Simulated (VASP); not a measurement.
Runs of VASP 6.6.1 on FeGe23 (a cell with a defect). The cell holds a defect, 24 atoms: a = 12.001 Å, b = 8.001 Å, c = 8.001 Å, α = 60.00°, β = 60.00°, γ = 60.00°. 

```tsv
task	spin	fixed moment (μB)	cell	gap on the mesh (eV)	moment (μB)	largest force (eV/Å)
single point	collinear, zero start	0	as given	-	0.00	1.09
relaxation of the atoms	collinear, ferromagnetic start	-	atoms relaxed	none	2.75	0.03
single point	collinear, ferromagnetic start	-	as given	none	2.75	0.42
single point	off	-	as given	0.07	-	1.09
single point	collinear, ferromagnetic start	2	as given	-	2.00	(a)
single point	collinear, ferromagnetic start	4	as given	-	4.00	0.38
```

Alike in all rows: level PBEsol+U; potentials or basis VASP PAW PBE potentials, release 64 (Fe, Ge_d); Fe d U = 4 eV; k mesh 2 × 2 × 2; cutoff (eV) 350; smearing gaussian 0.03 eV; the mesh is coarse, so values aren't converged.

Q: Fill in the values left out.

A: (a) 0.43.

Caveats: all runs use coarse meshes; the PAW data sets were made with another functional, which shifts forces and pressure a little; the U is typed as a test and isn't derived for this compound; the total moment is fixed, so each spin has its own Fermi level (some runs).

A k mesh can miss the band edges, and the runs leave out spin-orbit coupling on Ge.

A gap of «none» marks a metal or a gap under the smearing width.
